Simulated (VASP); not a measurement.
Here is a VASP 6.6.1 calculation.

Contents of run.py:

```python
from ase.calculators.vasp import Vasp
from ase.io import read
from ase.optimize import FIRE

atoms = read('POSCAR')
calc = Vasp(
    directory='calc',
    xc='r2scan',
    pp='PBE',
    setups='recommended',
    prec='Accurate',
    encut=520,
    ediff=1e-06,
    ismear=1,
    sigma=0.1,
    lreal=False,
    lasph=True,
    nelm=60,
    algo='Normal',
    isif=2,
    lwave=True,
    lcharg=False,
    lmixtau=True,
    kpts=[8, 8, 8],
    gamma=True,
)
atoms.calc = calc
opt = FIRE(atoms, trajectory='relax.traj')
converged = opt.run(fmax=0.01, steps=40)
print('converged:', converged)

print('energy (eV):', atoms.get_potential_energy())
print('free energy (eV):', atoms.get_potential_energy(force_consistent=True))
print('forces (eV/A):')
print(atoms.get_forces())
print('stress (eV/A^3, Voigt):', atoms.get_stress())
print('Fermi level (eV):', calc.get_fermi_level())
print('cell (A, degrees):', atoms.cell.cellpar())
print('volume (A^3):', atoms.get_volume())
print('scaled positions:')
print(atoms.get_scaled_positions())
```

The input POSCAR:

```
Ta
1.0
   -1.7670730000      1.6789330000      1.6389410000
    1.6834920000     -1.6802750000      1.5523200000
    1.7224710000      1.6351350000     -1.6391880000
Ta
1
Direct
    0.0109600000      0.0165150000     -0.0032240000
```

Potentials or basis: VASP PAW PBE potentials, release 64 (Ta_pv).

The run is started by

```bash
$ python run.py
```

**Question.** What does it give for the band gap on the k mesh?

**Answer.** None (metal or under the smearing width).

Final structure:
```cif
data_structure
_symmetry_space_group_name_H-M 'P 1'
_symmetry_Int_Tables_number 1
_cell_length_a 2.9373
_cell_length_b 2.8403
_cell_length_c 2.8857
_cell_angle_alpha 106.970
_cell_angle_beta 110.620
_cell_angle_gamma 112.941
_cell_volume 18.00
loop_
_atom_site_label
_atom_site_type_symbol
_atom_site_fract_x
_atom_site_fract_y
_atom_site_fract_z
_atom_site_occupancy
Ta1 Ta 0.01096 0.01652 0.99678 1
```

Caveat: the relaxation stopped at its first step, so nothing moved; the PAW data sets were made with another functional, which shifts forces and pressure a little. Spin-orbit coupling is left out, which matters for the levels of Ta.
